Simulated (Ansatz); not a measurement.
# Li: the cost of one run

Computed with Ansatz 0.2.0 (DFT LDA, frozen-core PAW and all-electron LAPW, scalar-relativistic unless said, unless a step's input says otherwise).

### 1 Starting point

It takes space group P6_3/mmc (No. 194, hexagonal). Conventional cell: a = 3.111 Å, b = 3.111 Å, c = 5.093 Å, α = 90.00°, β = 90.00°, γ = 120.00°. Around Li (site symmetry -6m2) lie 12 Li at 3.11 to 3.12 Å.

Structure file:

```xyz
2
Lattice="3.1110 0.0000 0.0000 -1.5555 2.6942 0.0000 0.0000 0.0000 5.0930" Properties=species:S:1:pos:R:3 pbc="T T T"
Li    0.0000    1.7961    1.2732
Li    1.5555    0.8981    3.8197
```

Cartesian axes are those of the input's lattice vectors. The structure goes back to a database entry.

### 2 Cell and atoms relaxed, PAW

File input.yaml:

```yaml
crystal:
  lattice:
    - [3.11100000001, 0.0, 0.0]
    - [-1.55550000001, 2.69420503118, 0.0]
    - [0.0, 0.0, 5.093]
  atoms:
    - { symbol: Li, position: [0.333333333333, 0.666666666667, 0.25] }
    - { symbol: Li, position: [0.666666666667, 0.333333333333, 0.75] }
kpoints:
  mp_grid: { grid: [14, 14, 8] }
scf:
  occupations: { method: fermi_dirac, width: 0.1 }
hamiltonian:
  xc: lda
  pseudopotentials: { kind: paw }
relax:
  f_tol: 0.002
  max_steps: 80
  cell: {}
output:
  forces: true
  stress: true
```

On the command line:

```bash
ansatz run input.yaml --threads 1 --pin off --max-ram 3072MiB --backend cpu --events-out ev --progress --plain --runs-dir out
```

Q: Estimate wall time and peak memory on 1 thread of Intel Xeon Platinum 8488C (Sapphire Rapids), shared host.

About 4.9 s, with a peak of 0.38 GiB.
